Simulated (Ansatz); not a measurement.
The calculation used DFT PBE, scalar-relativistic, plane waves, PAW in Ansatz 0.2.0. Settings: cutoff 420 eV, Γ-centred meshes spaced at most about 0.3 Å⁻¹, and about 0.25 Å⁻¹ or finer for metals (2π included), Gaussian smearing. No spin polarisation.

Temperature and zero-point effects are left out.

Compare these two cells of SiMo3, each relaxed at this level.

A.

```
Si Mo
1.0
     0.00000    3.09896    3.09896
     3.09896    0.00000    3.09896
     3.09896    3.09896    0.00000
Si Mo
1 3
Direct
  0.00000 0.00000 0.00000
  0.75000 0.75000 0.75000
  0.25000 0.25000 0.25000
  0.50000 0.50000 0.50000
```

B.

```
Si Mo
1.0
     5.42158    0.00000    0.00000
    -2.71079    4.69522    0.00000
     0.00000    0.00000    4.70665
Si Mo
2 6
Direct
  0.33333 0.66667 0.25000
  0.66667 0.33333 0.75000
  0.66571 0.83286 0.75000
  0.16714 0.33429 0.75000
  0.16714 0.83286 0.75000
  0.83286 0.66571 0.25000
  0.33429 0.16714 0.25000
  0.83286 0.16714 0.25000
```

Question: Which is lower in energy, and by how much?

Answer: B is lower, by 30 meV/atom. A has the BiF3 (D0_3) type, space group Fm-3m (No. 225), 14.9 Å³/atom and no gap on its mesh; B has the Ni3Sn (D0_19) type, space group P6_3/mmc (No. 194), 15.0 Å³/atom and no gap. Counting Mo atoms around Si (those within 1.25 times the shortest such distance or 1.15 times the sum of covalent radii, 1.27 where that leaves under three; a plus sign parts nearer from farther groups), A has Si 8+6 and B has Si 12. Both come from invented guesses. The lowest form computed isn't among them: it has the A15 type, space group Pm-3n (No. 223), 14.8 Å³/atom, is reached from a cell as deposited in COD and lies 232 meV/atom below the best shown.

The k mesh leaves some 4 meV/atom of noise in the energy of each metallic cell. Cells relaxed within their symmetry can be saddle points. Some types were kept out of the candidates beforehand, so the set may lack a known form.
